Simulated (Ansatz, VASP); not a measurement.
## One calculation of Mo, two programs

File INCAR:

```
PREC     = Accurate       # precision mode
ENCUT    = 600            # plane-wave cutoff, eV
EDIFF    = 1E-6           # SCF threshold, eV
ISMEAR   = -1             # smearing method
SIGMA    = 0.05           # smearing width, eV
LREAL    = False          # projectors in reciprocal space
LASPH    = True           # aspherical terms in the spheres
NELM     = 60             # most SCF steps
ALGO     = Normal         # electronic algorithm
ISIF     = 3              # what is computed and relaxed
LWAVE    = False          # write WAVECAR
LCHARG   = False          # write CHGCAR
GGA      = PE             # functional
IBRION   = 2              # ionic algorithm
NSW      = 80             # ionic steps
EDIFFG   = -0.02          # ionic threshold
```

Contents of KPOINTS:

```
Automatic mesh
0
Gamma
  12 12 12
```

Contents of POSCAR:

```
Mo
1.0
   -1.5838089719      1.5838089719      1.5838089719
    1.5838089719     -1.5838089719      1.5838089719
    1.5838089719      1.5838089719     -1.5838089719
Mo
1
Direct
    0.0000000000      0.0000000000      0.0000000000
```

input.yaml

```yaml
crystal:
  lattice:
    - [-1.5838089719, 1.5838089719, 1.5838089719]
    - [1.5838089719, -1.5838089719, 1.5838089719]
    - [1.5838089719, 1.5838089719, -1.5838089719]
  atoms:
    - { symbol: Mo, position: [0.0, 0.0, 0.0] }
kpoints:
  mp_grid: { grid: [12, 12, 12] }
scf:
  occupations: { method: fermi_dirac, width: 0.05 }
hamiltonian:
  xc: pbe
  pseudopotentials: { kind: all_electron, lapw: { basis_error: 0.001 } }
output:
  forces: true
  stress: true
relax:
  f_tol: 0.02
  max_steps: 60
  cell: {}
```

Alike in both runs: task relaxation of cell and atoms; functional PBE; k mesh 12 × 12 × 12; occupations fermi-dirac, width 0.05 eV; no spin polarisation.

```csv
,VASP,Ansatz
version,VASP 6.6.1,Ansatz 0.2.0
potentials or method,"VASP PAW PBE potentials, release 64 (Mo_sv)","all-electron LAPW, scalar-relativistic"
plane-wave cutoff (eV),600,see its input
```

Ansatz gave:

```
relaxed volume (Å³/atom)                                     : 15.78
relaxed cell length with the largest relative difference (Å) : 2.737
```

**Question.** Estimate VASP's values.

**Answer.** Relaxed volume (Å³/atom): 15.80; relaxed cell length with the largest relative difference (Å): 2.738.

Ansatz ran all-electron here, so the differences hold the error of VASP's frozen core and of both bases.
